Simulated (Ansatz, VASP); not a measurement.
# Mo in VASP and in Ansatz

INCAR

```
SYSTEM = Mo
PREC = Accurate ; ENCUT = 600
EDIFF = 1E-7 ; ISMEAR = -1
SIGMA = 0.05 ; LREAL = .False.
LASPH = .True. ; NELM = 80
ALGO = Normal ; ISIF = 3
LWAVE = .False. ; LCHARG = .False.
GGA = PS ; IVDW = 13
IBRION = 2 ; NSW = 80
EDIFFG = -0.02
```

KPOINTS

```
Automatic mesh
0
Gamma
  12 12 12
  0 0 0
```

File POSCAR:

```
Mo
1.0
   -1.5838089719      1.5838089719      1.5838089719
    1.5838089719     -1.5838089719      1.5838089719
    1.5838089719      1.5838089719     -1.5838089719
Mo
1
Direct
    0.0000000000      0.0000000000      0.0000000000
```

input.yaml

```yaml
crystal:
  lattice:
    - [-1.5838089719, 1.5838089719, 1.5838089719]
    - [1.5838089719, -1.5838089719, 1.5838089719]
    - [1.5838089719, 1.5838089719, -1.5838089719]
  atoms:
    - { symbol: Mo, position: [0.0, 0.0, 0.0] }
kpoints:
  mp_grid: { grid: [12, 12, 12] }
scf:
  occupations: { method: fermi_dirac, width: 0.05 }
hamiltonian:
  xc: pbesol
  dispersion: d4
  pseudopotentials: { kind: all_electron, lapw: { basis_error: 0.001 } }
output:
  forces: true
  stress: true
relax:
  f_tol: 0.02
  max_steps: 60
  cell: {}
```

Alike in both runs: task relaxation of cell and atoms; functional PBEsol; dispersion D4; k mesh 12 × 12 × 12; occupations fermi-dirac, width 0.05 eV; no spin polarisation.

```csv
,VASP,Ansatz
version,VASP 6.6.1,Ansatz 0.2.0
potentials or method,"VASP PAW PBE potentials, release 64 (Mo_sv)","all-electron LAPW, scalar-relativistic"
plane-wave cutoff (eV),600,see its input
```

|  | VASP | Ansatz | Ansatz less VASP |
| --- | --- | --- | --- |
| relaxed volume (Å³/atom) | 15.17 | 15.13 | -0.032 |
| relaxed cell length with the largest relative difference (Å) | 2.701 | 2.699 | -0.0019 |
| energy change over the relaxation (meV/atom) | -30 | -32 | -2.0 |

Ansatz ran all-electron here, so the differences hold the error of VASP's frozen core and of both bases.

Caveats: the PAW data sets were made with another functional, which shifts forces and pressure a little (VASP); pairwise dispersion overbinds metals, which lowers pressure and volume (VASP).
